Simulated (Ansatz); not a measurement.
Runs of Ansatz 0.2.0 on CsSnI3. It takes space group Pm-3m (No. 221, cubic). Conventional cell: a = 6.206 Å, b = 6.206 Å, c = 6.206 Å, α = 90.00°, β = 90.00°, γ = 90.00°. Cs (site symmetry m-3m) has 12 I at 4.39 Å as nearest neighbours. Around I (site symmetry 4/mmm) lie 2 Sn at 3.10 Å. Sn (site symmetry m-3m) is surrounded by 6 I at 3.10 Å. 

| task | level | potentials or basis | cell | k mesh | cutoff (eV) | points for each segment of the path | gap on the mesh (eV) | pressure (GPa) | relaxed volume (Å³/atom) |
| --- | --- | --- | --- | --- | --- | --- | --- | --- | --- |
| single point | PBE | Ansatz PAW | as given | 6 × 6 × 6 | 420 | - | (a) | 0.6 | - |
| relaxation of cell and atoms | BLYP+D4 | Ansatz PAW | relaxed | 5 × 5 × 5 | 420 | - | 1.85 | 0.0 | (b) |
| relaxation of cell and atoms | BPBE | Ansatz PAW | relaxed | 5 × 5 × 5 | 420 | - | 1.79 | 0.0 | 49.77 |
| band structure | PBE | PseudoDojo standard (PBE files) | as given | 5 × 5 × 5 | 980 | 14 | - | 0.5 | - |

Alike in all rows: no spin polarisation; smearing fermi-dirac 0.05 eV.

Task: Fill in the values left out.

Result: (a) 0.31; (b) 48.82.

Caveats: spin-orbit coupling is left out, which moves the levels of the heavy elements; the cell was measured hot, at 500 K (some runs); odd divisions of the mesh miss points on the zone boundary, where band edges often lie, so the gap on the mesh can be too wide (some runs); the plane-wave basis is chosen anew once the cell has moved, so the energies of steps on either side of that aren't comparable (some runs); the PAW data sets come from PBE, with cores solved anew for the run's functional, which leaves a small shift of forces and pressure (some runs).

A k mesh can miss the band edges, and the runs leave out spin-orbit coupling on Cs, I, Sn.

The runs don't all hold the same shells in valence.
